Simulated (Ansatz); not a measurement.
# PtSe: from a first guess to the relaxed zincblende type

First guess:

```yaml
crystal:
  lattice:
    - [0.00000, 2.88960, 2.88960]
    - [2.88960, 0.00000, 2.88960]
    - [2.88960, 2.88960, 0.00000]
  atoms:
    - { symbol: Pt, position: [0.00000, 0.00000, 0.00000] }
    - { symbol: Se, position: [0.25000, 0.25000, 0.25000] }
```

Method: DFT, PBE, PAW with Ansatz's default frozen-core files, scalar-relativistic in Ansatz 0.2.0.

Cell and atoms relax within the symmetry of the start on a 10×10×10 k mesh with 0.08 eV Fermi–Dirac smearing.

The start is built from a prototype, known or not as a phase of this compound; the cutoff is 420 eV.

No spin–orbit coupling, which matters for the heavy atoms here.

(1) What is the pressure of the first guess?

(2) What does it relax to?

(3) How much energy does the relaxation release?

## Answers

(1) -3.65 GPa.

(2) a = 5.698 Å, b = 5.698 Å, c = 5.698 Å, α = 90.00°, β = 90.00°, γ = 90.00° (conventional cell), 23.12 Å³ per atom:
```xyz
2
Lattice="0.0000 2.8488 2.8488 2.8488 0.0000 2.8488 2.8488 2.8488 0.0000" Properties=species:S:1:pos:R:3 pbc="T T T"
Pt    0.0000    0.0000    0.0000
Se    1.4244    1.4244    1.4244
```

(3) 12 meV/atom.
